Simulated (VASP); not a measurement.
The system is PbI2.

```
Pb I
1.0
     4.53763    0.00000    0.00000
    -2.26881    3.92970    0.00000
     0.00000    0.00000    7.07037
Pb I
1 2
Direct
  0.00000 0.00000 0.00000
  0.33333 0.66667 0.26383
  0.66667 0.33333 0.73617
```

Base run:

```yaml
Program: VASP 6.6.1
Functional: TB-mBJ
Potentials_or_basis: VASP PAW PBE potentials, release 64 (Pb_d, I)
Cutoff: 520 eV
k_mesh: 9 × 9 × 4
Occupations: gaussian, width 0.03 eV
Spin: no spin polarisation
```

Its results: band gap on the k mesh 3.01 eV, direct.

Task: The run is repeated on the same cell with these changes: functional from TB-mBJ to PBE. What comes out?

Result: Band gap on the k mesh 2.25 eV, direct.

Caveats: spin-orbit coupling is left out, which as a rule narrows the gap of such compounds by several tenths of an eV.
